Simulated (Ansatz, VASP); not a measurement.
# In5Ga3As8 (random alloy of the zinc-blende GaAs-InAs line, x = 0.625): VASP beside Ansatz

Aim: how closely do two programs agree when they are given the same cell, functional and k mesh? Of the first pair: The structure shown is the start of the Ansatz relaxation below; VASP solves that cell, so the two are compared at the walk's first step.

Main program and level: Ansatz 0.2.0; plane waves, with VASP 6.6.1 beside it; PBE.

## Step 1: The structure

The cell holds 64 atoms: 12 Ga, 32 As and 20 In. Its edges and angles: a = 12.050 Å, b = 12.050 Å, c = 12.050 Å, α = 90.0°, β = 90.0°, γ = 90.0°. It derives from InAs. Zinc-blende GaAs-InAs: 64 atoms, 20 of 32 Ga sites given to In at random, cell and internal coordinates interpolated linearly between the end members (Vegard's rule); (so at first; earlier steps may have moved the atoms), displaced by a Gaussian of 0.02 A. Lattice constants are starting values near those of PBE.

## Step 2: Ansatz: relaxation, PBE

Ansatz runs on its default PAW (the set named soft_2) files.

The two programs are compared at the cell with which this relaxation starts, whose forces are those of its first step.

The input, input.yaml:

```yaml
crystal:
  lattice:
    - [12.05, 0.0, 0.0]
    - [0.0, 12.05, 0.0]
    - [0.0, 0.0, 12.05]
  atoms:
    - { symbol: Ga, position: [0.0027, 0.99898, 0.99912] }
    - { symbol: As, position: [0.12322, 0.12644, 0.12118] }
    - { symbol: In, position: [0.0029, 0.24874, 0.25053] }
    - { symbol: As, position: [0.12459, 0.37743, 0.37158] }
    - { symbol: In, position: [0.24946, 0.99936, 0.25188] }
    - { symbol: As, position: [0.37317, 0.12471, 0.37354] }
    - { symbol: In, position: [0.25007, 0.25097, 0.99817] }
    - { symbol: As, position: [0.3769, 0.3765, 0.12583] }
    - { symbol: In, position: [0.0015, 0.99887, 0.4998] }
    - { symbol: As, position: [0.12345, 0.12456, 0.62588] }
    - { symbol: Ga, position: [0.99885, 0.24934, 0.74886] }
    - { symbol: As, position: [0.1236, 0.37389, 0.87498] }
    - { symbol: In, position: [0.24815, 0.00039, 0.75275] }
    - { symbol: As, position: [0.37623, 0.12468, 0.87353] }
    - { symbol: In, position: [0.24876, 0.25281, 0.50008] }
    - { symbol: As, position: [0.37394, 0.37532, 0.62849] }
    - { symbol: Ga, position: [0.0002, 0.50102, 0.0005] }
    - { symbol: As, position: [0.12442, 0.6231, 0.12442] }
    - { symbol: Ga, position: [0.99965, 0.75097, 0.25139] }
    - { symbol: As, position: [0.12655, 0.87547, 0.37647] }
    - { symbol: In, position: [0.24875, 0.50208, 0.25085] }
    - { symbol: As, position: [0.37451, 0.62581, 0.37487] }
    - { symbol: In, position: [0.25188, 0.75252, 0.00363] }
    - { symbol: As, position: [0.37268, 0.8726, 0.12416] }
    - { symbol: In, position: [0.00027, 0.50145, 0.50052] }
    - { symbol: As, position: [0.12164, 0.62449, 0.62637] }
    - { symbol: In, position: [0.00038, 0.75126, 0.74963] }
    - { symbol: As, position: [0.12467, 0.87531, 0.87568] }
    - { symbol: In, position: [0.25033, 0.5002, 0.74889] }
    - { symbol: As, position: [0.37563, 0.6252, 0.87687] }
    - { symbol: Ga, position: [0.25199, 0.75031, 0.49938] }
    - { symbol: As, position: [0.37394, 0.8757, 0.62513] }
    - { symbol: Ga, position: [0.49943, 7.0e-05, 0.99897] }
    - { symbol: As, position: [0.62616, 0.12426, 0.12703] }
    - { symbol: In, position: [0.50067, 0.25099, 0.24818] }
    - { symbol: As, position: [0.62528, 0.37623, 0.37342] }
    - { symbol: In, position: [0.74956, 5.0e-05, 0.24772] }
    - { symbol: As, position: [0.87552, 0.1264, 0.37357] }
    - { symbol: In, position: [0.75058, 0.24782, 0.99994] }
    - { symbol: As, position: [0.87232, 0.37686, 0.12568] }
    - { symbol: In, position: [0.49996, 0.99871, 0.50211] }
    - { symbol: As, position: [0.62826, 0.12192, 0.62705] }
    - { symbol: In, position: [0.5027, 0.25056, 0.74801] }
    - { symbol: As, position: [0.62643, 0.3747, 0.874] }
    - { symbol: Ga, position: [0.74796, 0.00091, 0.75132] }
    - { symbol: As, position: [0.87397, 0.12586, 0.8731] }
    - { symbol: In, position: [0.75133, 0.25008, 0.49969] }
    - { symbol: As, position: [0.87483, 0.37644, 0.62625] }
    - { symbol: In, position: [0.50088, 0.50023, 0.00013] }
    - { symbol: As, position: [0.62603, 0.62539, 0.12613] }
    - { symbol: Ga, position: [0.49949, 0.74596, 0.25172] }
    - { symbol: As, position: [0.62863, 0.87573, 0.37483] }
    - { symbol: Ga, position: [0.74977, 0.4998, 0.25003] }
    - { symbol: As, position: [0.87314, 0.62414, 0.37335] }
    - { symbol: Ga, position: [0.75041, 0.74951, 0.00082] }
    - { symbol: As, position: [0.87471, 0.87664, 0.12535] }
    - { symbol: In, position: [0.50364, 0.49685, 0.49893] }
    - { symbol: As, position: [0.6265, 0.6292, 0.62459] }
    - { symbol: Ga, position: [0.50007, 0.74962, 0.75221] }
    - { symbol: As, position: [0.62452, 0.87613, 0.87447] }
    - { symbol: Ga, position: [0.74789, 0.50052, 0.75084] }
    - { symbol: As, position: [0.87715, 0.62482, 0.87398] }
    - { symbol: In, position: [0.75093, 0.7504, 0.50047] }
    - { symbol: As, position: [0.87488, 0.87693, 0.62561] }
kpoints:
  mp_grid: { grid: [1, 1, 1] }
hamiltonian:
  xc: pbe
scf:
  occupations: { method: gaussian, width: 0.05 }
output:
  forces: true
relax:
  f_tol: 0.05
  max_steps: 150
  cell: {}
```

On the command line:

```console
> ansatz run input.yaml --threads 4 --pin off --max-ram 8192MiB --backend cpu --events-out ev --progress --plain --runs-dir out
```

Numbers of over 12 decimals in the logs are rounded to 6 here.

The log of the run:

```text
Engine: ansatz 0.2.0, aarch64-unknown-linux-gnu
Pseudopotentials: kind: paw
Pseudopotential: Ga, paw, valence charge 13, recommended cutoff 420 eV (normal), Ga.paw.azcp
Pseudopotential: As, paw, valence charge 15, recommended cutoff 420 eV (normal), As.paw.azcp
Pseudopotential: In, paw, valence charge 13, recommended cutoff 420 eV (normal), In.paw.azcp
Functional definition: PBE
  parameter kappa = 0.804
  parameter beta = 0.066725
  exchange = pbe_x(kappa = kappa, mu = beta*pi^2/3)
  correlation = pbe_c(beta = beta)
Crystal: 64 atoms, lattice volume = 1749.690 Å³
Basis set: ecut = 420 eV, 34265 PW (Γ), exchange–correlation on 162×162×162 points (8 copies of the dense FFT grid, shifted against one another)
Bands: 538, of which v1, the nominal top of the filled ones, is band 448 counted from 1 (447 counted from 0)
Symmetry: 1 space group operations
Space group: P1 (ITA 1), of the structure as read, at distance tolerance 1.2e-4 Å
k-points: 1
Non-local potential: Ga, projectors of the file, l = 0: 2, l = 1: 2, l = 2: 3, l = 3: 1
Non-local potential: As, projectors of the file, l = 0: 2, l = 1: 2, l = 2: 3, l = 3: 1
Non-local potential: In, projectors of the file, l = 0: 2, l = 1: 2, l = 2: 2, l = 3: 2
PAW form: soft (Blöchl's): semilocal exchange-correlation on the pseudo side does not see the compensation charge
PAW one-centre angular grid: Ga, 590 points (default); XC on 64 Gauss nodes
PAW one-centre angular grid: As, 590 points (default); XC on 64 Gauss nodes
PAW one-centre angular grid: In, 590 points (default); XC on 64 Gauss nodes
Initial density: superposition of atomic densities (neutral atoms: chi_scale 0, normalization atom), corrected by the library's trained network
Initial wavefunctions: pseudopotential atomic-orbital guess
Functional: x = pbe(κ = 0.804, μ = 0.219515), c = pbe(β = 0.066725)
SCF iter   1: F=—  HF=-312759.701723 eV  |F-HF|=—  |Δ(HF+E_count)|=         —  Δρ=1.20e-3  dr2=5.74e-2  ethr=1.77e-3  ⟨swp⟩=6.0  Hψ=1937  notcnv=0  defer=2
preconditioner: auto → LDOS  [metal: Δε(μ)=0.028 eV  Ē_g=13.892 eV  σ=0.050 eV  W_gap=0.30  n_scr=436 (ndim 8)  ℏωp=21.3 eV  f_vac=0.115  D(μ)=56.81/eV (n_scr^D=436)  β→1.0]
SCF iter   2: F=—  HF=-312759.652224 eV  |F-HF|=—  |Δ(HF+E_count)|=   4.95e-2  Δρ=8.79e-4  dr2=1.59e-2  ethr=6.41e-6  ⟨swp⟩=2.0  Hψ=1066  notcnv=0  defer=71
SCF iter   3: F=—  HF=-312759.648402 eV  |F-HF|=—  |Δ(HF+E_count)|=   3.82e-3  Δρ=3.61e-4  dr2=5.13e-3  ethr=1.77e-6  ⟨swp⟩=2.0  Hψ=902  notcnv=0  defer=71
SCF iter   4: F=—  HF=-312759.647550 eV  |F-HF|=—  |Δ(HF+E_count)|=   8.52e-4  Δρ=1.98e-4  dr2=2.60e-3  ethr=5.72e-7  ⟨swp⟩=2.0  Hψ=739  notcnv=0  defer=71
SCF iter   5: F=—  HF=-312759.647305 eV  |F-HF|=—  |Δ(HF+E_count)|=   2.45e-4  Δρ=1.15e-4  dr2=1.32e-3  ethr=2.90e-7  ⟨swp⟩=2.0  Hψ=739  notcnv=0  defer=71
SCF iter   6: F=—  HF=-312759.647057 eV  |F-HF|=—  |Δ(HF+E_count)|=   2.49e-4  Δρ=6.57e-5  dr2=3.09e-4  ethr=1.48e-7  ⟨swp⟩=2.0  Hψ=742  notcnv=0  defer=71
SCF iter   7: F=—  HF=-312759.646985 eV  |F-HF|=—  |Δ(HF+E_count)|=   7.16e-5  Δρ=3.71e-5  dr2=6.33e-5  ethr=3.44e-8  ⟨swp⟩=2.0  Hψ=739  notcnv=0  defer=71
SCF iter   8: F=—  HF=-312759.648722 eV  |F-HF|=—  |Δ(HF+E_count)|=   1.74e-3  Δρ=1.21e-5  dr2=8.60e-6  ethr=7.06e-9  ⟨swp⟩=2.0  Hψ=583  notcnv=0  defer=71
SCF iter   9: F=—  HF=-312759.648722 eV  |F-HF|=—  |Δ(HF+E_count)|=   3.23e-7  Δρ=5.92e-6  dr2=3.45e-6  ethr=9.60e-10  ⟨swp⟩=2.0  Hψ=706  notcnv=0  defer=71
SCF iter  10: F=—  HF=-312759.648721 eV  |F-HF|=—  |Δ(HF+E_count)|=   3.88e-7  Δρ=3.98e-6  dr2=1.48e-6  ethr=3.85e-10  ⟨swp⟩=2.0  Hψ=735  notcnv=0  defer=71
SCF iter  11: F=—  HF=-312759.648721 eV  |F-HF|=—  |Δ(HF+E_count)|=   2.03e-7  Δρ=2.59e-6  dr2=4.04e-7  ethr=1.65e-10  ⟨swp⟩=2.0  Hψ=765  notcnv=0  defer=71
SCF iter  12: F=-312759.648721 eV  HF=-312759.648721 eV  |F-HF|=7.64e-8  |Δ(HF+E_count)|=   8.38e-8  Δρ=1.39e-6  dr2=7.66e-8  ethr=1.12e-11  ⟨swp⟩=2.0  Hψ=1850  notcnv=0
SCF 1 converged in 12 iterations: F = -312759.648721 eV  dr2 = 7.66e-8
  greatest PAW one-centre occupation: 0.999 electrons in one spin orbital (limit 2), on the As atom at site 23 (counted from 0), in its partial waves of l = 2
relax step   1: F+E_penalty+E_count = -312759.64872100 eV  Δ(F+E_penalty+E_count) = +0.000e0 eV  max|allowed force component| = 1.596e0 eV/Å  Δτ_max = 0.0000 Å  P = +1.529 GPa  Ω = 1749.690 Å³  (12 SCF iters, dr2 threshold 1.00e-7 eV, accepted)
Crystal: 64 atoms, lattice volume = 1806.220 Å³
Basis set: ecut = 420 eV, 35391 PW (Γ), exchange–correlation on 162×162×162 points (8 copies of the dense FFT grid, shifted against one another)
Initial density: handed on by an earlier stage of this run
Initial wavefunctions: those handed on with the density
iter 1 solved again at ethr=6.41e-5 eV; its pass at ethr=3.10e-3 eV (dr2=5.75e-1 eV) is discarded
[...]
atom  12  As    -0.00396391    -0.00758673     0.00190769
  atom  13  In    -0.00799327     0.01162280    -0.00733996
  atom  14  As     0.00984900    -0.01859775     0.00812177
  atom  15  In    -0.00343733     0.01059537    -0.00357504
  atom  16  As     0.00123328    -0.00711873     0.00591869
  atom  17  Ga     0.00043629     0.00278469    -0.00134354
  atom  18  As    -0.00292430     0.00237836     0.00303701
  atom  19  Ga    -0.00344031     0.00588554    -0.00302767
  atom  20  As     0.01847490    -0.01013894     0.00802034
  atom  21  In    -0.00317076     0.00515282    -0.00659190
  atom  22  As    -0.00079807    -0.00677215     0.00305470
  atom  23  In     0.00003645     0.00691704    -0.00589660
  atom  24  As     0.00113403    -0.01700208     0.00760236
  atom  25  In    -0.00085247     0.00961250    -0.00408892
  atom  26  As     0.00221021    -0.01111841     0.00246519
  atom  27  In    -0.00219288     0.01314068    -0.00578924
  atom  28  As    -0.00235760    -0.00919826     0.00351909
  atom  29  In    -0.00123590     0.00600462    -0.00507924
  atom  30  As     0.00407240    -0.00589558     0.00023044
  atom  31  Ga    -0.00981842     0.01216296    -0.00389232
  atom  32  As     0.01521186    -0.00965761     0.00713970
  atom  33  Ga    -0.00249029     0.01283928     0.00057481
  atom  34  As     0.00540961    -0.01108639     0.00076723
  atom  35  In    -0.00715701     0.00970016    -0.00642972
[...]
atom  57  In    -0.00409764     0.00403876    -0.00312595
  atom  58  As     0.00660134    -0.00850173    -0.00122246
  atom  59  Ga    -0.00910938     0.00459993    -0.00306851
  atom  60  As     0.00659275    -0.00710465     0.00799679
  atom  61  Ga    -0.00710770     0.00423805     0.00053966
  atom  62  As     0.00684967    -0.00922748     0.00163760
  atom  63  In    -0.00175455     0.01166176     0.00122706
  atom  64  As     0.00290298    -0.00554958     0.00459507
  max |Σ_I F_I| component: 3.87e-6 eV/Å
--- Stress (GPa, compression-positive) ---
       -0.018454      -0.007308       0.009542
       -0.007308      -0.011300      -0.007409
        0.009542      -0.007409      -0.008658
  P = ⅓ Tr σ = -0.0128 GPa (-0.128 kbar)
--- Relaxed structure (7 steps of the walk, 5 accepted, 1 SCFs on fresh bases) ---
  F+E_penalty+E_count = -312762.11234044 eV   max|allowed force component| = 1.987e-2 eV/Å   (the final SCF, on the basis selected at the relaxed cell)
  cell:  # Å, volume = 1777.0122 Å³
    - [12.103750, 0.051934, -0.068172]
    - [0.051934, 12.138597, 0.053263]
    - [-0.068172, 0.053263, 12.095735]
  atoms:
    - { symbol: Ga, position: [-0.00372452, 0.996090, 0.998874] }
    - { symbol: As, position: [0.115902, 0.116173, 0.117504] }
    - { symbol: In, position: [-0.00183949, 0.249460, 0.246078] }
    - { symbol: As, position: [0.123245, 0.376997, 0.373041] }
    - { symbol: In, position: [0.250427, 0.992494, 0.248884] }
    - { symbol: As, position: [0.373325, 0.125289, 0.374764] }
    - { symbol: In, position: [0.246457, 0.246710, 0.998667] }
    - { symbol: As, position: [0.373243, 0.379095, 0.120926] }
    - { symbol: In, position: [0.00133156, 0.997292, 0.502368] }
    - { symbol: As, position: [0.116653, 0.133128, 0.633607] }
    - { symbol: Ga, position: [0.995913, 0.250278, 0.756554] }
    - { symbol: As, position: [0.109948, 0.378242, 0.876534] }
    - { symbol: In, position: [0.251421, -0.00245352, 0.752043] }
    - { symbol: As, position: [0.382305, 0.117732, 0.881967] }
    - { symbol: In, position: [0.248858, 0.248598, 0.504114] }
    - { symbol: As, position: [0.376669, 0.376768, 0.624955] }
    - { symbol: Ga, position: [-0.00584149, 0.501183, 0.000982335] }
    - { symbol: As, position: [0.112209, 0.625991, 0.120663] }
    - { symbol: Ga, position: [0.999249, 0.746716, 0.246112] }
    - { symbol: As, position: [0.122732, 0.861906, 0.373871] }
    - { symbol: In, position: [0.250086, 0.505702, 0.250056] }
    - { symbol: As, position: [0.376372, 0.639938, 0.372021] }
    - { symbol: In, position: [0.251303, 0.750952, 0.00267756] }
    - { symbol: As, position: [0.388975, 0.874764, 0.123272] }
    - { symbol: In, position: [-0.00153171, 0.501726, 0.501945] }
    - { symbol: As, position: [0.129158, 0.635304, 0.617657] }
    - { symbol: In, position: [-0.00335722, 0.748661, 0.754055] }
    - { symbol: As, position: [0.117651, 0.881484, 0.880356] }
    - { symbol: In, position: [0.247733, 0.500873, 0.751687] }
    - { symbol: As, position: [0.379548, 0.634040, 0.868774] }
    - { symbol: Ga, position: [0.253286, 0.749687, 0.497919] }
    - { symbol: As, position: [0.373643, 0.862257, 0.626363] }
    - { symbol: Ga, position: [0.506516, -0.00754625, 0.998198] }
    - { symbol: As, position: [0.620072, 0.120214, 0.114853] }
    - { symbol: In, position: [0.503485, 0.250496, 0.248915] }
    - { symbol: As, position: [0.633612, 0.385437, 0.367236] }
    - { symbol: In, position: [0.751593, -0.00669457, 0.243592] }
    - { symbol: As, position: [0.871693, 0.124847, 0.372746] }
    - { symbol: In, position: [0.754350, 0.248832, 0.997307] }
    - { symbol: As, position: [0.871612, 0.388345, 0.123455] }
    - { symbol: In, position: [0.499786, 0.993383, 0.503449] }
    - { symbol: As, position: [0.632062, 0.116660, 0.630083] }
    - { symbol: In, position: [0.505121, 0.245714, 0.752768] }
    - { symbol: As, position: [0.630484, 0.383185, 0.869025] }
    - { symbol: Ga, position: [0.750692, -0.00344026, 0.756796] }
    - { symbol: As, position: [0.879035, 0.118251, 0.870172] }
    - { symbol: In, position: [0.752453, 0.252652, 0.504912] }
    - { symbol: As, position: [0.874467, 0.379353, 0.639167] }
    - { symbol: In, position: [0.506286, 0.506341, 0.00118967] }
    - { symbol: As, position: [0.631742, 0.634948, 0.130265] }
    - { symbol: Ga, position: [0.503654, 0.749680, 0.248512] }
    - { symbol: As, position: [0.619073, 0.870221, 0.367670] }
    - { symbol: Ga, position: [0.753223, 0.506202, 0.247218] }
    - { symbol: As, position: [0.874238, 0.628073, 0.363365] }
    - { symbol: Ga, position: [0.751157, 0.749637, 0.000924183] }
    - { symbol: As, position: [0.880712, 0.868121, 0.116068] }
    - { symbol: In, position: [0.504221, 0.505604, 0.500070] }
    - { symbol: As, position: [0.627275, 0.626080, 0.639002] }
    - { symbol: Ga, position: [0.505322, 0.751067, 0.753138] }
    - { symbol: As, position: [0.627668, 0.873633, 0.875704] }
    - { symbol: Ga, position: [0.753144, 0.501775, 0.755873] }
    - { symbol: As, position: [0.867131, 0.621705, 0.881669] }
    - { symbol: In, position: [0.749208, 0.747150, 0.501297] }
    - { symbol: As, position: [0.866143, 0.881212, 0.630530] }
```

In the SCF lines HF is the Harris–Foulkes energy and dr2 the Hartree energy of the density residual, in eV; the loop may stop once dr2 is under the threshold and the program's other checks hold. Hψ counts applications of the Hamiltonian.

[end of part 1 of 2]

[Lines on the potential files, build, host, timing and source positions are cut from VASP's logs without a mark.]

[Logs are printed without paths, hosts, clocks, repeated set-up lines and the standing remarks that a program may print on its own settings, such as how far it seeks lower states.]

[Hosts, paths, dates, database ids (printed as entryN), source tags and the programs' standing remarks are cut or masked in the printed files.]
